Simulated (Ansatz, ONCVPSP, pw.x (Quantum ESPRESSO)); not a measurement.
P (Z = 15): does the ONCV potential hold in the solid?

| Item | Value |
| --- | --- |
| Element | P |
| Generator | ONCVPSP 4.0.1 |
| Type | optimised norm-conserving Vanderbilt (ONCV) |
| Functional | PBE |
| Relativity | scalar-relativistic |
| Frozen core | [Ne] |
| Valence charge | 5 |
| Reference configuration | 3s2 3p2.5 (charge +0.5) |
| Partial waves | 3s: rc 1.30 bohr, ncon 3, nbas 7, qcut 5.6 1/bohr, 2 projectors, debl 2.8 Ha; 3p: rc 1.50 bohr, ncon 4, nbas 7, qcut 5.8 1/bohr, 2 projectors, debl 1.7 Ha; d scattering state at 0.11 Ha: rc 1.65 bohr, ncon 5, nbas 8, qcut 6.2 1/bohr, 2 projectors, debl 1.5 Ha |
| Local potential | polynomial inside 0.85 bohr (lpopt 5, dvloc0 0 Ha) |
| Core correction | Teter function, fcfact 3.75, rcfact 1.55 |

Atomic tests: cutoffs needed: 11 Ha and 14 Ha (the cutoffs (Ha) at which the residual kinetic energy of the hardest occupied pseudo-wave falls to 1 and 0.1 mHa per electron) The cutoffs count occupied waves only; projector 2 of the p channel, the hardest unoccupied one, needs 67 Ha at the loose tolerance.; ghost test: no bound ghost flagged; GHOST(+) flagged for s at 86.2 eV; largest excitation error: +3.5 meV (all-electron minus pseudo) for 3s2 3p1, out of 4 test configurations.

Crystal test: sc P in pw.x 7.5, no spin, 13³ k-points, Fermi–Dirac smearing 0.01 Ry, cutoffs 50/200 Ry. The reference is all-electron LAPW (Ansatz 0.2.0) with the same functional, mesh and smearing; V0 and B0 come from Birch–Murnaghan fits to the pressures at five volumes. Errors are pseudo minus all-electron; Δ is the rms difference of the E(V) curves that follow from these fits, minima aligned, over ±6 % about the mean V0. Mesh and smearing are coarse, so the numbers serve the comparison and aren't converged zero-temperature values; the lattice is a test structure that the element need not adopt.

All-electron: a0 = 2.447 Å (V0 = 14.66 Å³/atom), B0 = 113.3 GPa.

Problem. How far does the potential miss the all-electron equation of state?

Solution. mean pressure error (GPa): -0.69; a0 (Å): 2.442; a0 error (%): -0.20; B0 error (%): +1.0; Δ (meV/atom): 2.2.

```csv
V (Å³/atom),P all-electron (GPa),P pseudo (GPa)
13.890,7.01,6.20
14.255,3.42,2.67
14.621,0.27,-0.41
14.987,-2.41,-3.03
15.352,-4.62,-5.19
```

Problem. At the middle volume, how do free energy and pressure move when the wave cutoff is lowered (ecutrho kept at four times it)?

Solution.

```csv
cutoff (Ry),shift of F (meV/atom),shift of P (GPa)
22,+62.0,-1.77
30,+9.9,-0.15
40,+1.3,-0.07
```

The run at the middle volume (84 k-points, 6 iterations) took about 4.8 s on one core of a shared host (Intel(R) Xeon(R) CPU @ 2.60GHz, 96 threads, 756 GiB, load 14).
